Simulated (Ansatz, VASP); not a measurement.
**Os: VASP beside Ansatz**

Contents of INCAR:

```
PREC = Accurate ; ENCUT = 520
EDIFF = 1E-8 ; ISMEAR = -1
SIGMA = 0.05 ; LREAL = False
LASPH = True ; NELM = 60
ALGO = Normal ; ISIF = 2
LWAVE = False ; LCHARG = False
GGA = PS ; LEFG = True
NBANDS = 10
```

Contents of KPOINTS:

```
Automatic mesh
0
Gamma
  14 14 14
```

File POSCAR:

```
Os
1.0
    0.0000000000      1.9450000000      1.8866500000
    1.9450000000      0.0000000000      1.8866500000
    1.9450000000      1.9450000000      0.0000000000
Os
1
Direct
    0.0000000000      0.0000000000      0.0000000000
```

Input for Ansatz:

```yaml
crystal:
  lattice:
    - [0.0, 1.945, 1.88665]
    - [1.945, 0.0, 1.88665]
    - [1.945, 1.945, 0.0]
  atoms:
    - { symbol: Os, position: [0.0, 0.0, 0.0] }
kpoints:
  mp_grid: { grid: [14, 14, 14] }
scf:
  occupations: { method: fermi_dirac, width: 0.05 }
hamiltonian:
  xc: pbesol
  pseudopotentials: { kind: all_electron, datasets: crystal }
output:
  forces: true
  stress: true
  eigenvalues: true
  efg: { contact_densities: true }
```

Change from the starting cell: zz strain of -3 %, crystal datasets.

Alike in both runs: task electric field gradients; functional PBEsol; k mesh 14 × 14 × 14; occupations fermi-dirac, width 0.05 eV; no spin polarisation.

```csv
,VASP,Ansatz
version,VASP 6.6.1,Ansatz 0.2.0
potentials or method,"VASP PAW PBE potentials, release 64 (Os)","all-electron PAW with datasets made for the crystal, scalar-relativistic"
plane-wave cutoff (eV),520,see its input
```

VASP gave:

```
pressure (GPa)                                                 : -8.8
largest component of the traceless stress (GPa)                : 6.20
Vzz of the field gradient on the site that differs most (V/Å²) : -3.5
```

Estimate Ansatz's values.

pressure (GPa): -9.1; largest component of the traceless stress (GPa): 6.23; Vzz of the field gradient on the site that differs most (V/Å²): -0.2.

Ansatz ran all-electron here, so the differences hold the error of VASP's frozen core and of both bases. Ansatz warned: «gradients_without_spin_orbit».

Caveats: the PAW data sets were made with another functional, which shifts forces and pressure a little (VASP). Spin-orbit coupling is left out, which matters for the levels of Os.
